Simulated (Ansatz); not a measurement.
**GaP**

**What was measured.** A cell as deposited of cubic GaP (space group F-43m), temperature not stated, from the Crystallography Open Database (1963), has a = 5.450 Å and 20.24 Å³/atom.

From “Phosphorous dimerization in GaP at high pressure”, 2017, arxiv:1709.06667, for a bulk crystal of GaP: bulk modulus 87.5 ± 0.6 GPa.

The results are compared with them further down.

Method: PBE, scalar-relativistic; no spin polarisation; PAW, 420 eV, 10×10×10 k-mesh, Gaussian smearing of 0.05 eV; code Ansatz; PAW files: Ansatz's generated set soft_2.

```cif
data_structure
_symmetry_space_group_name_H-M 'F-43m'
_symmetry_Int_Tables_number 216
_cell_length_a 5.5062
_cell_length_b 5.5062
_cell_length_c 5.5062
_cell_angle_alpha 90.000
_cell_angle_beta 90.000
_cell_angle_gamma 90.000
_cell_volume 166.93
loop_
_atom_site_label
_atom_site_type_symbol
_atom_site_symmetry_multiplicity
_atom_site_Wyckoff_symbol
_atom_site_fract_x
_atom_site_fract_y
_atom_site_fract_z
_atom_site_occupancy
Ga1 Ga 4 a 0.00000 0.00000 0.00000 1
P1 P 4 c 0.25000 0.25000 0.25000 1
```

The chain of runs began from a cell as deposited in COD, expanded in volume.

The cell above was scaled in volume, its shape and atoms being fixed by the lattice's symmetry. Energies are counted from the cell above.

Cell and atoms are those of this level's equilibrium.

| V (Å³/atom) | ΔE (meV/atom) | P from the stress (GPa) |
| --- | --- | --- |
| 20.032 | 8.62 | 3.44 |
| 20.449 | 2.08 | 1.62 |
| 20.867 | 0.00 | 0.00 |
| 21.284 | 1.93 | -1.45 |
| 21.702 | 7.44 | -2.75 |

**Question.** Do the energies and the pressures agree? Compare −ΔE/ΔV between neighbouring points (1 meV/Å³ = 0.1602 GPa) with the mean of their pressures.

**Answer.** 
```json
{"interval (Å³/atom)": "20.03 to 20.45", "−ΔE/ΔV (GPa)": "2.5", "mean P (GPa)": "2.5"}
{"interval (Å³/atom)": "20.45 to 20.87", "−ΔE/ΔV (GPa)": "0.8", "mean P (GPa)": "0.8"}
{"interval (Å³/atom)": "20.87 to 21.28", "−ΔE/ΔV (GPa)": "-0.7", "mean P (GPa)": "-0.7"}
{"interval (Å³/atom)": "21.28 to 21.70", "−ΔE/ΔV (GPa)": "-2.1", "mean P (GPa)": "-2.1"}
```
They differ by 0.02 GPa at most.

**Question.** What do the two routes give for V0, B0 and B0′?

**Answer.** A third-order Birch–Murnaghan fit of the energies: V0 = 20.87 Å³/atom, B0 = 77 GPa, B0′ = 4.5. A polynomial of P in ln V, with B = −dP/d ln V at P = 0: V0 = 20.87 Å³/atom, B0 = 77 GPa, B0′ = 4.5.

B0·V0 = 76.7 GPa × 20.87 Å³ = 9.99 eV/atom sets the scale: near the minimum ΔE ≈ ½ B0 V0 x², with x = V/V0 − 1, and a pressure of 0.8 GPa squeezes the volume by about 1 %. At the ends of the curve: x = −4.0 % predicts 8.0 meV/atom and the run gives 8.6; x = +4.0 % predicts 8.0 meV/atom and the run gives 7.4. The curve is steeper than the parabola on the compressed side and flatter on the expanded side: the bulk modulus rises with pressure.

**Against experiment.** PBE gives 5.506 Å and 20.87 Å³/atom, +3.1 % in volume (+1.0 % in length) from the database's cell. PBE usually overestimates volumes by a few per cent. A measured bulk modulus of GaP is 87.5 GPa (“Phosphorous dimerization in GaP at high pressure”, 2017, arxiv:1709.06667); the calculated 77 GPa misses it by -12.3 %. Bulk moduli follow the volume steeply: with B0′ near 4, a cell 1 % too large is about 4 % too soft, and one too small too stiff.

